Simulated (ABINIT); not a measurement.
# Quasiparticle gap of InP (F-43m) in ABINIT, part 2 of 3

Wanted: ground state, empty states, screening and self-energy for InP (F-43m).

ABINIT 10.8.3; PBE and many-body steps on it, plane waves. Known limits of the many-body steps: not at the basis limit; mesh may overstate the screening; no spin-orbit coupling; coarse k mesh.

So far. Step 2 (Ground state): The gap is direct, at Γ.

The database entry behind the starting cell differs from later determinations by our own check (0.1 to 0.3 % short, probably kX units), so it need not match the best structure at ambient conditions.

## 3. Bands along the symmetry lines

Level of this step: DFT, PBE, plane waves, norm-conserving pseudopotentials (ABINIT).

Levels along a band path, at the cheap level, show where the edges lie and whether the meshes to come will hold them.

File run.abi:

```
acell 3*1.0 Angstrom
rprim 
  0.000000000000 2.930500000000 2.930500000000
  2.930500000000 -0.000000000000 2.930500000000
  2.930500000000 2.930500000000 0.000000000000
ntypat 2
znucl 49 15
natom 2
typat 1 2
xred 
  0.000000000000 0.000000000000 0.000000000000
  0.250000000000 0.250000000000 0.250000000000
pp_dirpath "pseudos"
pseudos "In.upf, P.upf"
ecut 33
iscf -2
irdden 1
kptopt 0
nkpt 50
kpt 
  0.00000000 0.00000000 0.00000000
  -0.06250000 -0.06250000 0.00000000
  -0.12500000 -0.12500000 0.00000000
  -0.18750000 -0.18750000 0.00000000
  -0.25000000 -0.25000000 0.00000000
  -0.31250000 -0.31250000 0.00000000
  -0.37500000 -0.37500000 0.00000000
  -0.43750000 -0.43750000 0.00000000
  -0.50000000 -0.50000000 0.00000000
  -0.48437500 -0.48437500 0.03125000
  -0.46875000 -0.46875000 0.06250000
  -0.45312500 -0.45312500 0.09375000
  -0.43750000 -0.43750000 0.12500000
  -0.42187500 -0.42187500 0.15625000
  -0.40625000 -0.40625000 0.18750000
  -0.39062500 -0.39062500 0.21875000
  -0.37500000 -0.37500000 0.25000000
  -0.37500000 0.00000000 0.37500000
  -0.32812500 0.00000000 0.32812500
  -0.28125000 0.00000000 0.28125000
  -0.23437500 0.00000000 0.23437500
  -0.18750000 0.00000000 0.18750000
  -0.14062500 0.00000000 0.14062500
  -0.09375000 0.00000000 0.09375000
  -0.04687500 0.00000000 0.04687500
  0.00000000 0.00000000 0.00000000
  0.00000000 0.00000000 0.06250000
  0.00000000 0.00000000 0.12500000
  0.00000000 0.00000000 0.18750000
  0.00000000 0.00000000 0.25000000
  0.00000000 0.00000000 0.31250000
  0.00000000 0.00000000 0.37500000
  0.00000000 0.00000000 0.43750000
  -0.00000000 -0.00000000 0.50000000
  -0.06250000 -0.03125000 0.46875000
  -0.12500000 -0.06250000 0.43750000
  -0.18750000 -0.09375000 0.40625000
  -0.25000000 -0.12500000 0.37500000
  -0.31250000 -0.15625000 0.34375000
  -0.37500000 -0.18750000 0.31250000
  -0.43750000 -0.21875000 0.28125000
  -0.50000000 -0.25000000 0.25000000
  -0.50000000 -0.28125000 0.21875000
  -0.50000000 -0.31250000 0.18750000
  -0.50000000 -0.34375000 0.15625000
  -0.50000000 -0.37500000 0.12500000
  -0.50000000 -0.40625000 0.09375000
  -0.50000000 -0.43750000 0.06250000
  -0.50000000 -0.46875000 0.03125000
  -0.50000000 -0.50000000 0.00000000
istwfk *1
nband 20
nbdbuf 2
tolwfr 1e-08
nstep 40
prtwf 0
prtvol 0
indata_prefix "in"
outdata_prefix "out"
tmpdata_prefix "tmp"
```

The run is started by

```console
$ OMP_NUM_THREADS=1 mpirun -n 8 abinit run.abi > log
```

Numbers of over 12 decimals in the logs are rounded to 6 here.

The program printed:

```text
.Version 10.8.3 of ABINIT. v10.8.2 released Aug 2026.

 Symmetries : space group F-4 3 m (#216); Bravais cF (face-center cubic)
[... echo of the input left out ...]
== DATASET  1 ==================================================================
-   mpi_nproc: 8, omp_nthreads: 1 (-1 if OMP is not activated)

--- !DatasetInfo
iteration_state: {dtset: 1, }
dimensions: {natom: 2, nkpt: 50, mband: 20, nsppol: 1, nspinor: 1, nspden: 1, mpw: 3119, }
cutoff_energies: {ecut:  33.0, pawecutdg:  -1.0, }
electrons: {nelect:   2.60000000E+01, charge:   0.00000000E+00, occopt:   1.00000000E+00, tsmear:   1.00000000E-02, }

 Real(R)+Recip(G) space primitive vectors, cartesian coordinates (Bohr,Bohr^-1):
 R(1)=  0.0000000  5.5378424  5.5378424  G(1)= -0.0902879  0.0902879  0.0902879
 R(2)=  5.5378424  0.0000000  5.5378424  G(2)=  0.0902879 -0.0902879  0.0902879
 R(3)=  5.5378424  5.5378424  0.0000000  G(3)=  0.0902879  0.0902879 -0.0902879
 Unit cell volume ucvol=  3.3966576E+02 bohr^3
 Angles (23,13,12)=  6.00000000E+01  6.00000000E+01  6.00000000E+01 degrees

 getcut: wavevector=  0.0000  0.0000  0.0000  ngfft=  45  45  45
         ecut(hartree)=     33.000   => boxcut(ratio)=   2.17258

--- Pseudopotential description ------------------------------------------------
- In Generated using ONCVPSP code by D. R. Hamann
- 49.00000  21.00000  171031                  znucl, zion, pspdat
12 -101130 2 -1 1964                          pspcod,pspxc,lmax,lloc,mmax
     nproj     2     2     2
  pspatm : epsatm=   33.77322108
         --- l  ekb(1:nproj) -->
             0    8.444792   -0.551410
             1    2.489821   -1.164509
             2   -3.311344   -0.947824
 pspatm: atomic psp has been read  and splines computed

- P Generated using ONCVPSP code by D. R. Hamann
- 15.00000   5.00000  171031                  znucl, zion, pspdat
12 -101130 2 -1 1298                          pspcod,pspxc,lmax,lloc,mmax
     nproj     2     2     2
  pspatm : epsatm=    8.05910421
         --- l  ekb(1:nproj) -->
[...]
pspatm: atomic psp has been read  and splines computed

--------------------------------------------------------------------------------

================================================================================
 prteigrs : about to open file out_EIG
 Non-SCF case, kpt    1 (  0.00000  0.00000  0.00000), residuals and eigenvalues=
  3.14E-09  2.81E-09  4.32E-09  5.14E-09  1.69E-09  2.55E-09  5.68E-09  1.28E-09
  3.64E-09  8.96E-10  2.51E-09  6.28E-09  8.37E-09  5.66E-09  1.97E-09  5.67E-09
  8.03E-09  4.11E-09  6.19E-09  2.65E-07
 -4.0459E+00 -2.5199E+00 -2.5199E+00 -2.5199E+00 -3.3970E-01 -3.3970E-01
 -3.3970E-01 -3.3420E-01 -3.3420E-01 -2.4085E-01  1.8244E-01  1.8244E-01
  1.8244E-01  2.0849E-01  3.3265E-01  3.3265E-01  3.3265E-01  4.9824E-01
  5.2838E-01  5.2838E-01
 Non-SCF case, kpt    2 ( -0.06250 -0.06250  0.00000), residuals and eigenvalues=
[...]
5.1127E-01  5.2973E-01
 Non-SCF case, kpt    3 ( -0.12500 -0.12500  0.00000), residuals and eigenvalues=
[...]
5.04E-09  5.62E-09  1.08E-06  3.63E-07
[...]
5.3373E-01  5.4203E-01
[...]
Non-SCF case, kpt   49 ( -0.50000 -0.46875  0.03125), residuals and eigenvalues=
[...]
5.8135E-01  6.1672E-01
 Non-SCF case, kpt   50 ( -0.50000 -0.50000  0.00000), residuals and eigenvalues=
[...]
-3.3583E-01 -3.3583E-01 -3.3284E-01 -1.5354E-01 -2.8881E-02  9.7175E-02
  9.7175E-02  2.4712E-01  2.6577E-01  5.2156E-01  5.3465E-01  5.3465E-01
  5.7856E-01  6.1605E-01

--- !ResultsGS
iteration_state: {dtset: 1, }
comment   : Summary of ground state results
lattice_vectors:
- [  0.0000000,   5.5378424,   5.5378424, ]
- [  5.5378424,  -0.0000000,   5.5378424, ]
- [  5.5378424,   5.5378424,   0.0000000, ]
lattice_lengths: [   7.83169,    7.83169,    7.83169, ]
lattice_angles: [ 60.000,  60.000,  60.000, ] # degrees, (23, 13, 12)
lattice_volume:   3.3966576E+02
convergence: {deltae:  0.000E+00, res2:  0.000E+00, residm:  9.979E-09, diffor:  0.000E+00, }
etotal    :  -2.06381794E+02
entropy   :   0.00000000E+00
fermie    :   1.82435607E-01
cartesian_stress_tensor: null
pressure_GPa: null
xred      :
- [  0.0000E+00,   0.0000E+00,   0.0000E+00, In]
- [  2.5000E-01,   2.5000E-01,   2.5000E-01,  P]
cartesian_forces: null
force_length_stats: {min: null, max: null, mean: null, }

 Integrated electronic density in atomic spheres:
 ------------------------------------------------
 Atom  Sphere_radius  Integrated_density
[...]
================================================================================

 ----iterations are completed or convergence reached----

 Mean square residual over all n,k,spin=   48.102E-10; max=  99.791E-10
 reduced coordinates (array xred) for    2 atoms
       0.000000000000      0.000000000000      0.000000000000
       0.250000000000      0.250000000000      0.250000000000

 cartesian coordinates (angstrom) at end:
[...]
length scales=  1.889726125908  1.889726125908  1.889726125908 bohr
              =  1.000000000000  1.000000000000  1.000000000000 angstroms
 prteigrs : about to open file out_EIG
 Eigenvalues (hartree) for nkpt=  50  k points:
 kpt#   1, nband= 20, wtk=  1.00000, kpt=  0.0000  0.0000  0.0000 (reduced coord)
[...]
kpt#   2, nband= 20, wtk=  1.00000, kpt= -0.0625 -0.0625  0.0000 (reduced coord)
[...]
kpt#   3, nband= 20, wtk=  1.00000, kpt= -0.1250 -0.1250  0.0000 (reduced coord)
[...]
kpt#  49, nband= 20, wtk=  1.00000, kpt= -0.5000 -0.4687  0.0313 (reduced coord)
[...]
0.52716    0.53876    0.58135    0.61672
 kpt#  50, nband= 20, wtk=  1.00000, kpt= -0.5000 -0.5000  0.0000 (reduced coord)
  -4.04589   -2.51988   -2.51988   -2.51988   -0.34635   -0.33597   -0.33583   -0.33583
  -0.33284   -0.15354   -0.02888    0.09718    0.09718    0.24712    0.26577    0.52156
   0.53465    0.53465    0.57856    0.61605

== END DATASET(S) ==============================================================
================================================================================

 -outvars: echo values of variables after computation  --------
            nband          20
             nkpt          50
          spgroup         216
 [... the other variables as echoed above ...]

 Calculation completed.
```

It took 5.9 s on 8 MPI ranks of AMD EPYC 9R45, shared host; peak memory 0.6 GiB.

Numbers from this step:

* gap: 0.7089 eV
* k of the valence top: 0, 0, 0
* k of the conduction bottom: 0, 0, 0
* least direct gap: 0.7089 eV

The gap is 0.709 eV, as in the run before at this level.

Electronic bands along the path, in eV, zero at the top of the highest filled band:

```csv
point,band 10,band 11,band 12,band 13,band 14,band 15,band 16,band 17
Γ,-11.52,0.00,0.00,0.00,0.71,4.09,4.09,4.09
halfway,-10.62,-3.34,-1.41,-1.41,2.49,3.13,6.38,6.38
X,-9.14,-5.75,-2.32,-2.32,1.76,2.27,9.23,9.58
halfway,-9.13,-5.71,-2.75,-2.22,2.04,2.88,8.40,8.71
U,-9.15,-5.61,-3.30,-1.94,2.36,4.39,7.51,7.55
jump to K,-9.15,-5.61,-3.30,-1.94,2.36,4.39,7.51,7.55
halfway,-10.53,-3.80,-2.01,-0.57,2.84,4.69,4.99,5.22
Γ,-11.52,0.00,0.00,0.00,0.71,4.09,4.09,4.09
halfway,-10.84,-3.44,-0.56,-0.56,1.79,4.79,4.79,5.33
L,-9.80,-5.73,-0.97,-0.97,1.50,4.80,4.80,7.12
halfway,-9.48,-5.54,-2.69,-1.63,3.17,4.18,5.88,7.23
W,-9.06,-5.60,-2.95,-2.91,4.29,4.38,5.57,6.21
halfway,-9.10,-5.68,-2.65,-2.64,2.69,3.10,7.66,7.75
X,-9.14,-5.75,-2.32,-2.32,1.76,2.27,9.23,9.58
```

The electronic bands as a text plot (rows in eV, shown from -8.0 to 6.7 only):

```
    6.4 |     ++            ++                 +         ++++
    5.8 |    +              ++               ++      ++++ ++
    5.2 |                  ++++++++         +     +++    +
    4.6 | +++             +     ++++++   +++++++++++++  +++
    4.0 |++              +       ++++++++++           ++++ ++
    3.3 |  ++ ++        +                             ++    ++
    2.7 |    ++++++    +   ++++++++                  +       +++
    2.1 |  ++   +++++++++++        ++      +        +         +++
    1.5 | +        +++               +   ++ ++++++++
    0.9 |+                            +++
    0.3 |*                           ***
   -0.3 | ***                   ******  *****
   -1.0 | *  *                **   ***       ********
   -1.6 |  ** ****         ***   ****    **         ***
   -2.2 |    *    *********     *                    * **      **
   -2.8 |              **     ** **        *          ** ******
   -3.4 |     **         *****              *           **
   -4.0 |       **              *            **
   -4.6 |                     **
   -5.2 |         ***      ***                 **     ***
   -5.9 |            ******                      *****   ********
   -6.5 |
   -7.1 |
   -7.7 |
         Γ           X  U|K            Γ         L        W     X
```

## 4. Empty states on the mesh, 4×4×4 mesh, 102 bands

The sums over transitions need many empty states on a uniform mesh; this step solves for them.

File run.abi:

```
acell 3*1.0 Angstrom
rprim 
  0.000000000000 2.930500000000 2.930500000000
  2.930500000000 -0.000000000000 2.930500000000
  2.930500000000 2.930500000000 0.000000000000
ntypat 2
znucl 49 15
natom 2
typat 1 2
xred 
  0.000000000000 0.000000000000 0.000000000000
  0.250000000000 0.250000000000 0.250000000000
pp_dirpath "pseudos"
pseudos "In.upf, P.upf"
ecut 33
ngkpt 4 4 4
nshiftk 1
shiftk 0 0 0
kptopt 1
chksymbreak 0
irdden 1
istwfk *1
nband 102
prtvol 0
optdriver 6
gwr_task "HDIAGO"
paral_kgb 0
occopt 1
indata_prefix "in"
outdata_prefix "out"
tmpdata_prefix "tmp"
```

The program printed:

```text
[banner, memory and clock lines left out]
.Version 10.8.3 of ABINIT. v10.8.2 released Aug 2026.

 Symmetries : space group F-4 3 m (#216); Bravais cF (face-center cubic)
[... echo of the input left out ...]
== DATASET  1 ==================================================================
-   mpi_nproc: 8, omp_nthreads: 1 (-1 if OMP is not activated)

--- !DatasetInfo
iteration_state: {dtset: 1, }
dimensions: {natom: 2, nkpt: 8, mband: 102, nsppol: 1, nspinor: 1, nspden: 1, mpw: 3119, }
cutoff_energies: {ecut:  33.0, pawecutdg:  -1.0, }
electrons: {nelect:   2.60000000E+01, charge:   0.00000000E+00, occopt:   1.00000000E+00, tsmear:   1.00000000E-02, }

.Using double precision arithmetic; gwpc =  8

- Reading GS density from: in_DEN

--- Pseudopotential description ------------------------------------------------
- In Generated using ONCVPSP code by D. R. Hamann
- 49.00000  21.00000  171031                  znucl, zion, pspdat
12 -101130 2 -1 1964                          pspcod,pspxc,lmax,lloc,mmax
     nproj     2     2     2
  pspatm : epsatm=   33.77322108
         --- l  ekb(1:nproj) -->
             0    8.444792   -0.551410
             1    2.489821   -1.164509
             2   -3.311344   -0.947824
 pspatm: atomic psp has been read  and splines computed

- P Generated using ONCVPSP code by D. R. Hamann
- 15.00000   5.00000  171031                  znucl, zion, pspdat
12 -101130 2 -1 1298                          pspcod,pspxc,lmax,lloc,mmax
     nproj     2     2     2
  pspatm : epsatm=    8.05910421
         --- l  ekb(1:nproj) -->
             0    6.598722    1.052341
             1    3.369366    0.884600
             2   -3.154982   -0.827415
 pspatm: atomic psp has been read  and splines computed

   1.08764046E+03                                ecore*ucvol(ha*bohr**3)

 Total charge density [el/Bohr^3]
)     Maximum=    2.8178E+00  at reduced coord.    0.0222    0.0667    0.9111
)     Minimum=    2.0063E-03  at reduced coord.    0.5111    0.4889    0.4889
   Integrated=    2.6000E+01

 === KS gaps after direct diagonalization ===
 Direct band gap semiconductor
 Fundamental gap:     0.709 (eV)
   VBM:     4.964 (eV) at k: [ 0.0000E+00,  0.0000E+00,  0.0000E+00]
   CBM:     5.673 (eV) at k: [ 0.0000E+00,  0.0000E+00,  0.0000E+00]
 Direct gap:         0.709 (eV) at k: [ 0.0000E+00,  0.0000E+00,  0.0000E+00]

== END DATASET(S) ==============================================================

 -outvars: echo values of variables after computation  --------
           etotal      0.0000000000E+00
            nband         102
             nkpt           8
          spgroup         216
 [... the other variables as echoed above ...]

 Calculation completed.
```

The job ended after 12 s (8 MPI ranks; peak memory 4.6 GiB).

Numbers from this step:

| Item | Value |
| --- | --- |
| gap | 0.7091 eV |
| k of the valence top | 0, 0, 0 |
| k of the conduction bottom | 0, 0, 0 |
| least direct gap | 0.7091 eV |
| k points computed | 8 |
| lowest point of the top converged band, above the valence top | 69.6771 eV |

On this mesh the gap is 0.709 eV.

## 5. Screening, 4×4×4 mesh, 94 bands, screening to 136.1 eV

The RPA dielectric matrix is built and inverted for each q.

This step: RPA screening on PBE, plane waves, norm-conserving pseudopotentials.

Changes to run.abi since step 4:

```diff
@@ -20,10 +20,11 @@
 chksymbreak 0
-irdden 1
 istwfk *1
-nband 102
-prtvol 0
-optdriver 6
-gwr_task "HDIAGO"
-paral_kgb 0
 occopt 1
+irdwfk 1
+optdriver 3
+nband 94
+ecuteps 5
+inclvkb 2
+awtr 1
+symchi 1
 indata_prefix "in"
```

The program printed:

```text
.Version 10.8.3 of ABINIT. v10.8.2 released Aug 2026.

 Symmetries : space group F-4 3 m (#216); Bravais cF (face-center cubic)
[... echo of the input left out ...]
== DATASET  1 ==================================================================
-   mpi_nproc: 8, omp_nthreads: 1 (-1 if OMP is not activated)

--- !DatasetInfo
iteration_state: {dtset: 1, }
dimensions: {natom: 2, nkpt: 8, mband: 94, nsppol: 1, nspinor: 1, nspden: 1, mpw: 3119, }
cutoff_energies: {ecut:  33.0, pawecutdg:  -1.0, }
electrons: {nelect:   2.60000000E+01, charge:   0.00000000E+00, occopt:   1.00000000E+00, tsmear:   1.00000000E-02, }

 SCREENING: Calculation of the susceptibility and dielectric matrices

 Based on a program developped by R.W. Godby, V. Olevano, G. Onida, and L. Reining.
 Incorporated in ABINIT by V. Olevano, G.-M. Rignanese, and M. Torrent.
.Using double precision arithmetic ; gwpc =  8

[... cell and pseudopotentials left out ...]
--------------------------------------------------------------------------------

 ==== K-mesh for the wavefunctions ====
 Number of points in the irreducible wedge :     8
[... list of points left out ...]
 Together with 24 symmetry operations and time-reversal symmetry
 yields    64 points in the full Brillouin Zone.

 ==== Q-mesh for the screening function ====
 Number of points in the irreducible wedge :     8
[... list of points left out ...]
 Together with 24 symmetry operations and time-reversal symmetry
 yields    64 points in the full Brillouin Zone.

 setmesh: FFT mesh size selected  =    27x   27x   27
          total number of points  =        19683

 vcoul_init : cutoff-mode = AUXILIARY_FUNCTION
 q-points for optical limit:   1
     1)      0.000010    0.000020    0.000030

- screening: taking advantage of time-reversal symmetry
- Maximum band index for partially occupied states nbvw = 13
- Remaining bands to be divided among processors   nbcw = 81
- Number of bands treated by each node ~10

 Number of electrons calculated from density =   26.0000; Expected =   26.0000
 average of density, n =  0.076546
 r_s =    1.4610
 omega_plasma =   26.6880 [eV]

 calculating chi0 at frequencies [eV] :
  1    0.000000E+00    0.000000E+00
  2    0.000000E+00    2.668802E+01

--------------------------------------------------------------------------------
  q-point number  1        q = ( 0.000000, 0.000000, 0.000000) [r.l.u.]
--------------------------------------------------------------------------------
[... chi0 elements left out ...]
 For q-point:  0.000010 0.000020 0.000030
  dielectric constant =  44.4391
  dielectric constant without local fields =  46.9288

  Average fulfillment of the sum rule on Im[epsilon] for q-point    1 :     57.35  [%]
[... wings left out ...]
  q-point number  2        q = ( 0.250000, 0.000000, 0.000000) [r.l.u.]
--------------------------------------------------------------------------------
[... chi0 elements left out ...]
  Average fulfillment of the sum rule on Im[epsilon] for q-point    2 :     69.90  [%]

 [... 6 further q-points ...]
```

It took 7.3 s on 8 MPI ranks; peak memory 1.2 GiB.

Numbers from this step:

| Item | Value |
| --- | --- |
| ε∞ with local fields, on this mesh, along the program's q direction | 44.44 |
| the same without local fields | 46.93 |
| plasma frequency | 26.69 eV |
| plane waves in the screening matrix | 169 |

Local fields lower ε∞ by 5 %. On a Γ-centred mesh this coarse the value itself is usually too large, while a short band sum pulls it down.

(Continued in part 3 of 3.)

[Paths, hosts, dates, memory and timing lines, banners, echoed tables and standing remarks are left out of the program output.]

[Logs are printed without paths, hosts, clocks, repeated set-up lines and the standing remarks that a program may print on its own settings, such as how far it seeks lower states.]

[Runs of the session that timed out or met a known fault of the program may be left out.]

[Hosts, paths, dates, database ids (printed as entryN), source tags and the programs' standing remarks are cut or masked in the printed files.]

[G0W0 gaps are taken among the corrected bands and points alone; a level outside them can change the order at an edge.]

[Where Ansatz stands beside ABINIT at settings called matched, ABINIT's density can come from a denser mesh and the files from another edition; pairs whose starting gaps differed by over 0.03 eV were left out, so agreement reads better than it is.]
